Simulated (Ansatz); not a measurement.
# Ga2O3: the cost of one run

Program: Ansatz 0.2.0. Level of theory: DFT LDA, scalar-relativistic, plane waves, PAW. These are calculated values, not measurements.

**1. The structure to begin with**

It takes space group C2/m (No. 12, monoclinic). Conventional cell: a = 12.214 Å, b = 3.037 Å, c = 5.798 Å, α = 90.00°, β = 103.83°, γ = 90.00°. Ga (site symmetry m) is surrounded by 4 O at 1.83 to 1.86 Å. Ga (site symmetry m) has 6 O at 1.94 to 2.07 Å as nearest neighbours. O (site symmetry m) has 3 Ga at 1.83 to 1.94 Å as nearest neighbours. O (site symmetry m) is surrounded by 4 Ga at 1.86 to 2.07 Å.

As a file:

```cif
data_structure
_symmetry_space_group_name_H-M 'C2/m'
_symmetry_Int_Tables_number 12
_cell_length_a 12.2140
_cell_length_b 3.0371
_cell_length_c 5.7981
_cell_angle_alpha 90.000
_cell_angle_beta 103.830
_cell_angle_gamma 90.000
_cell_volume 208.85
loop_
_atom_site_label
_atom_site_type_symbol
_atom_site_symmetry_multiplicity
_atom_site_Wyckoff_symbol
_atom_site_fract_x
_atom_site_fract_y
_atom_site_fract_z
_atom_site_occupancy
Ga1 Ga 4 i 0.09050 0.00000 0.79460 1
Ga2 Ga 4 i 0.15866 0.50000 0.31402 1
O1 O 4 i 0.16450 0.00000 0.10980 1
O2 O 4 i 0.17330 0.00000 0.56320 1
O3 O 4 i 0.49590 0.00000 0.25660 1
```

The structure rests on an entry of the Crystallography Open Database; cell or positions may have been set otherwise for this series.

**2. Relaxing cell and atoms: Ga2O3, no spin**

Contents of input.yaml:

```yaml
crystal:
  lattice:
    - [6.107, -1.51855, 0.0]
    - [6.107, 1.51855, 0.0]
    - [-1.3859888959, 0.0, 5.630008738]
  atoms:
    - { symbol: Ga, position: [0.0905, 0.0905, 0.7946] }
    - { symbol: Ga, position: [0.9095, 0.9095, 0.2054] }
    - { symbol: Ga, position: [0.65866, 0.65866, 0.31402] }
    - { symbol: Ga, position: [0.34134, 0.34134, 0.68598] }
    - { symbol: O, position: [0.1645, 0.1645, 0.1098] }
    - { symbol: O, position: [0.8355, 0.8355, 0.8902] }
    - { symbol: O, position: [0.1733, 0.1733, 0.5632] }
    - { symbol: O, position: [0.8267, 0.8267, 0.4368] }
    - { symbol: O, position: [0.4959, 0.4959, 0.2566] }
    - { symbol: O, position: [0.5041, 0.5041, 0.7434] }
scf:
  occupations: { method: fixed }
output:
  forces: true
  stress: true
  eigenvalues: true
  write_density: true
  write_potential: true
  elf: true
  volumetric_format: npy
hamiltonian:
  xc: lda
relax:
  f_tol: 0.001
  max_steps: 60
  cell: { stress_tol: 0.03 }
kpoints:
  mp_grid: { grid: [8, 8, 4] }
```

Command:

```
ansatz run input.yaml --threads 16 --pin off --max-ram 24576MiB --backend cpu --events-out ev --progress --plain --runs-dir out
```

Q: Estimate wall time and peak memory on 16 threads of Intel Xeon Platinum 8375C at 2.90GHz (Ice Lake), shared host.

About 21 s, with a peak of 1.1 GiB.
